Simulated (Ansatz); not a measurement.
AlRu at 8 GPa (stress–strain coefficients): relaxed-ion elastic tensor

These are results of DFT PBE, scalar-relativistic, plane waves, PAW in Ansatz, not measurements. Plane waves to 420 eV; Γ-centred k mesh 14×14×14; Fermi-Dirac smearing of 0.15 eV. No spin polarisation.

The cell, relaxed at 8 GPa:
```
CELL_PARAMETERS angstrom
2.96969 0.00000 0.00000
0.00000 2.96969 0.00000
0.00000 0.00000 2.96969
ATOMIC_POSITIONS crystal
Al 0.00000 0.00000 0.00000
Ru 0.50000 0.50000 0.50000
```

In a metal, frequencies and elastic constants depend on the k mesh and the smearing, soft modes and shear constants most. Other phases may be more stable at this pressure.

(1) Give the relaxed-ion elastic constants (GPa, Voigt order xx yy zz yz xz xy, on the axes of the cell above).

(2) Is the crystal stable against homogeneous strain?

(3) And the moduli of a polycrystal (Hill averages)?

## Answers

(1)
C11 = 361.1, C12 = 173.6, C13 = 173.6, C22 = 361.1, C23 = 173.6, C33 = 361.1, C44 = 139.9, C55 = 139.9, C66 = 139.9 GPa; the others vanish.

(2) Yes: the least eigenvalue of the tensor is 139.9 GPa.

(3) B = 236 GPa, G = 119 GPa, E = 306 GPa, ν = 0.28.

Cost: 1 run of about 0.77 core-minutes, on AMD EPYC 7R13 Processor (Zen 3) (shared hosts).